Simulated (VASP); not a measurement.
Input of a VASP 6.6.1 run:

INCAR

```
SYSTEM = GaAs
PREC = Accurate
ENCUT = 600
EDIFF = 1E-6
ISMEAR = 0
SIGMA = 0.05
LREAL = .False.
LASPH = .True.
NELM = 100
ALGO = Normal
ISIF = 3
LWAVE = .False.
LCHARG = .False.
METAGGA = R2SCAN
LMIXTAU = .True.
IBRION = 2
NSW = 60
EDIFFG = -0.005
```

File KPOINTS:

```
Automatic mesh
0
Gamma
  8 8 8
  0 0 0
```

POSCAR

```
GaAs
1.0
    0.0000000000      2.8268500000      2.8268500000
    2.8268500000      0.0000000000      2.8268500000
    2.8268500000      2.8268500000      0.0000000000
As Ga
1 1
Direct
    0.7500000000      0.7500000000      0.7500000000
    0.0000000000      0.0000000000      0.0000000000
```

Potentials or basis: VASP PAW PBE potentials, release 64 (As, Ga_d).

Run with:

```sh
$ cat potpaw_PBE.64/As/POTCAR potpaw_PBE.64/Ga_d/POTCAR > POTCAR
$ mpirun -np 1 vasp_std > vasp.out
```

Q: Predict the relaxed volume.

A: 22.77 Å³/atom.

Q: What does it give for the band gap on the k mesh?

A: 0.93 eV, direct.

Q: What does it give for the relaxed cell?

A: a = 4.008 Å, b = 4.008 Å, c = 4.008 Å, α = 60.00°, β = 60.00°, γ = 60.00°.

Q: Estimate the space group after relaxing (to 0.05 Å).

A: F-43m (No. 216).

Final structure:
```yaml
crystal:
  lattice:
    - [0.00000, 2.83423, 2.83423]
    - [2.83423, 0.00000, 2.83423]
    - [2.83423, 2.83423, 0.00000]
  atoms:
    - { symbol: As, position: [0.75000, 0.75000, 0.75000] }
    - { symbol: Ga, position: [0.00000, 0.00000, 0.00000] }
```

Caveat: the PAW data sets were made with another functional, which shifts forces and pressure a little. Zero-point motion and thermal expansion aren't in these numbers.
